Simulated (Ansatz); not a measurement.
Write the native input for Ansatz 0.2.0 that does the following.

* Task: band structure
* Functional: BLYP
* Potentials or basis: Ansatz PAW
* Cutoff: 420 eV (not typed: the program's choice for these potentials)
* k mesh: 10 × 10 × 10
* Occupations: fermi-dirac, width 0.05 eV
* Spin: no spin polarisation
* Path: [["G", "X", "W", "K", "G", "L", "U", "W", "L", "K"], ["U", "X"]]
* Points for each segment of the path: 14

ZrN:

```
CELL_PARAMETERS angstrom
0.00000 2.30000 2.30000
2.30000 0.00000 2.30000
2.30000 2.30000 0.00000
ATOMIC_POSITIONS crystal
Zr 0.50000 0.50000 0.50000
N 0.00000 0.00000 0.00000
```

One way to write it, as run:

input.yaml

```yaml
crystal:
  lattice:
    - [0.0, 2.3, 2.3]
    - [2.3, 0.0, 2.3]
    - [2.3, 2.3, 0.0]
  atoms:
    - { symbol: Zr, position: [0.5, 0.5, 0.5] }
    - { symbol: "N", position: [0.0, 0.0, 0.0] }
hamiltonian:
  xc: blyp
  pseudopotentials: { kind: paw }
kpoints:
  mp_grid: { grid: [10, 10, 10] }
  band_path:
    path:
      - [[0.0, 0.0, 0.0], [0.5, 0.0, 0.5], [0.5, 0.25, 0.75], [0.375, 0.375, 0.75], [0.0, 0.0, 0.0], [0.5, 0.5, 0.5], [0.625, 0.25, 0.625], [0.5, 0.25, 0.75], [0.5, 0.5, 0.5], [0.375, 0.375, 0.75]]
      - [[0.625, 0.25, 0.625], [0.5, 0.0, 0.5]]
    npoints: 14
scf:
  occupations: { method: fermi_dirac, width: 0.05 }
  n_extra_bands: 6
output:
  forces: true
  stress: true
  eigenvalues: true
  fatbands: false
```

Potentials or basis: Ansatz PAW.

Launch:

```console
$ ansatz run input.yaml --threads 2 --pin off --max-ram 5632MiB --backend cpu --events-out ev --progress --plain --runs-dir out
```

It gave:

```yaml
Pressure: 7.5 GPa
Band_gap_on_the_k_mesh: none (metal or under the smearing width)
```

Caveat: the pressure holds a Pulay correction of +0.5 GPa for the finite cutoff; the PAW data sets come from PBE, with cores solved anew for the run's functional, which leaves a small shift of forces and pressure.

Run time: 1.4 s on 2 threads of Arm Neoverse V1 (shared host), peak memory 0.28 GiB.
